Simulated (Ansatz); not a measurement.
# HfB: compression at zero temperature

The task here is to estimate one member of a computed series from the others.

Program: Ansatz 0.2.0. Level of theory: DFT PBE, scalar-relativistic, plane waves, PAW. These are calculated values, not measurements.

2 further runs of the same task are left out: 2 set aside as unsound or not needed.

## Starting point

Symmetry: Fm-3m, No. 225, cubic system. The conventional cell has a = 4.834 Å, b = 4.834 Å, c = 4.834 Å, α = 90.00°, β = 90.00°, γ = 90.00°. Around Hf (site symmetry m-3m) lie 6 B at 2.42 Å. B (site symmetry m-3m) has 6 Hf at 2.42 Å as nearest neighbours.

Structure file:

```xyz
2
Lattice="0.0000 2.4169 2.4169 2.4169 0.0000 2.4169 2.4169 2.4169 0.0000" Properties=species:S:1:pos:R:3 pbc="T T T"
Hf    2.4169    2.4169    2.4169
B     0.0000    0.0000    0.0000
```

It is the result of an earlier relaxation at this level (volume 14.12 Å³/atom; gap on the mesh: none (metal)).

Set-up of the first run:

input.yaml reads:

```yaml
crystal:
  lattice:
    - [0.0, 2.4398018166, 2.4398018166]
    - [2.4398018166, 0.0, 2.4398018166]
    - [2.4398018166, 2.4398018166, 0.0]
  atoms:
    - { symbol: Hf, position: [0.5, 0.5, 0.5] }
    - { symbol: B, position: [0.0, 0.0, 0.0] }
basis:
  ecutwfc: 420
kpoints:
  mp_grid: { grid: [16, 16, 16] }
hamiltonian:
  xc: pbe
scf:
  occupations: { method: gaussian, width: 0.1 }
output:
  forces: true
  stress: true
  eigenvalues: true
relax:
  adjacent_minimum: "off"
  f_tol: 0.008
  max_steps: 50
  cell: { stress_tol: 0.08, p_target: -3.0 }
```

Steps of the session up to this table: Relaxing at -3 GPa; Target pressure 3 GPa; Relaxing at 8 GPa; Relaxing at 15 GPa; Relaxing at 30 GPa; Relaxing at 60 GPa.

One of the session's tables, all rows but one given; the rest of the session is left out.

Lengths are those of the vectors of the cell that was run:

| P (GPa) | V (Å³/atom) | a (Å) | b (Å) | c (Å) | ΔH (eV/atom) |
| --- | --- | --- | --- | --- | --- |
| -3 | 14.38 | 3.439 | 3.439 | 3.439 | -0.267 |
| 0 | 14.12 | 3.418 | 3.418 | 3.418 | 0.000 |
| 3 | 13.88 | 3.399 | 3.399 | 3.399 | 0.262 |
| 8 | 13.52 | 3.369 | 3.369 | 3.369 | 0.689 |
| 15 | ? | ? | ? | ? | ? |
| 30 | 12.32 | 3.266 | 3.266 | 3.266 | 2.457 |
| 60 | 11.23 | 3.167 | 3.167 | 3.167 | 4.655 |

**Question.** Estimate the row for P (GPa) = 15.

Worked estimate for «V (Å³/atom)». A straight line through the neighbours (8, 13.52) and (30, 12.32) gives 13.52 + (12.32 − 13.52) × (15 − 8) / (30 − 8) = 13.14; a parabola fitted to 4 rows on both sides gives 13.11.

The run gave: V (Å³/atom): 13.08; a (Å): 3.332; b (Å): 3.332; c (Å): 3.332; ΔH (eV/atom): 1.270. In «V (Å³/atom)» the line misses by +0.06 and the parabola by +0.03.

ΔH is E + PV over the energy at zero pressure; a, b and c are the vectors of the computed cell. 

Limits of these values: Other structures may take over in this range; these runs cannot find them.
